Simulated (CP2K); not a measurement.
A run of CP2K 2026.2 is set up as follows.

The input gap_scf.inp:

```
&GLOBAL
  PROJECT gap_scf
  RUN_TYPE ENERGY_FORCE
  PRINT_LEVEL LOW
&END GLOBAL
&FORCE_EVAL
  METHOD QS
  STRESS_TENSOR ANALYTICAL
  &DFT
    BASIS_SET_FILE_NAME BASIS_MOLOPT_UZH
    POTENTIAL_FILE_NAME POTENTIAL_UZH
    &MGRID
      CUTOFF 450
      REL_CUTOFF 60
      NGRIDS 5
    &END MGRID
    &QS
      METHOD GPW
      EPS_DEFAULT 1.0E-10
    &END QS
    &KPOINTS
      SCHEME MONKHORST-PACK 8 8 8
      GAMMA_CENTERED T
      SYMMETRY T
      SYMMETRY_BACKEND SPGLIB
    &END KPOINTS
    &SCF
      SCF_GUESS ATOMIC
      EPS_SCF 1.0E-6
      MAX_SCF 100
      ADDED_MOS 10
      CHOLESKY OFF
      EPS_EIGVAL 1.0E-7
      &DIAGONALIZATION ON
        ALGORITHM STANDARD
      &END DIAGONALIZATION
      &MIXING ON
        METHOD BROYDEN_MIXING
        ALPHA 0.4
        BETA 1.5
        NBUFFER 8
      &END MIXING
      &SMEAR ON
        METHOD FERMI_DIRAC
        ELECTRONIC_TEMPERATURE 580.23
      &END SMEAR
    &END SCF
    &XC
      &XC_FUNCTIONAL
        &GGA_X_PBE
        &END GGA_X_PBE
        &GGA_C_PBE
        &END GGA_C_PBE
      &END XC_FUNCTIONAL
    &END XC
    &PRINT
      &KPOINTS ON
      &END KPOINTS
      &MULLIKEN ON
      &END MULLIKEN
      &MO ON
        ENERGIES T
        OCCUPATION_NUMBERS T
        &EACH
          QS_SCF 0
        &END EACH
        ADD_LAST NUMERIC
      &END MO
      &LOWDIN ON
      &END LOWDIN
      &HIRSHFELD ON
        SHAPE_FUNCTION DENSITY
      &END HIRSHFELD
    &END PRINT
  &END DFT
  &SUBSYS
    &CELL
      A 3.8540855109 0.0000000000 0.0000000000
      B 1.9270427554 3.3377359608 0.0000000000
      C 1.9270427554 1.1125786536 3.1468476422
      PERIODIC XYZ
    &END CELL
    &COORD
      Ga  0.0000000000 0.0000000000 0.0000000000
      P   5.7811282663 3.3377359608 2.3601357316
    &END COORD
    &KIND Ga
      BASIS_SET TZVP-MOLOPT-PBE-GTH-q13
      POTENTIAL GTH-PBE-q13
    &END KIND
    &KIND P
      BASIS_SET TZVP-MOLOPT-PBE-GTH-q5
      POTENTIAL GTH-PBE-q5
    &END KIND
    &PRINT
      &ATOMIC_COORDINATES ON
      &END ATOMIC_COORDINATES
      &CELL ON
      &END CELL
    &END PRINT
  &END SUBSYS
  &PRINT
    &FORCES ON
    &END FORCES
    &STRESS_TENSOR ON
    &END STRESS_TENSOR
  &END PRINT
&END FORCE_EVAL
```

Potentials or basis: POTENTIAL_UZH Ga GTH-PBE-q13, P GTH-PBE-q5; TZVP-MOLOPT-PBE-GTH basis.

Run with:

```bash
$ OMP_NUM_THREADS=1 cp2k.psmp -i gap_scf.inp -o gap_scf.out
```

What does it give for the Hirshfeld charges?

Ga +0.16; P -0.16 e.

What does it give for the band gap on the k mesh?

1.66 eV, indirect (least direct gap 1.78 eV).

What does it give for the Mulliken charges?

Ga +0.39; P -0.39 e.

Caveat: the basis of atomic orbitals isn't converged, which shifts pressures, moduli and gaps.

**What was measured.**

From “Stacking defects in GaP nanowires: Electronic structure and optical properties”, 2018, arxiv:1810.01194, for a bulk crystal of GaP at 10 K: band gap 2.34 eV (indirect).

Against the measured gap of GaP, 2.34 eV (indirect; 10 K; quoted in “Stacking defects in GaP nanowires: Electronic structure and optical properties”, 2018, arxiv:1810.01194), the calculated 1.66 eV is off by -0.68 eV. Spin-orbit coupling on Ga is left out. The value is that of PBE in an atomic basis (POTENTIAL_UZH Ga GTH-PBE-q13, P GTH-PBE-q5; TZVP-MOLOPT-PBE-GTH basis), whose error adds to the functional's, on a finite k mesh, which can miss the band edges, without temperature or zero-point motion. Semilocal functionals fall short of measured gaps as a rule.
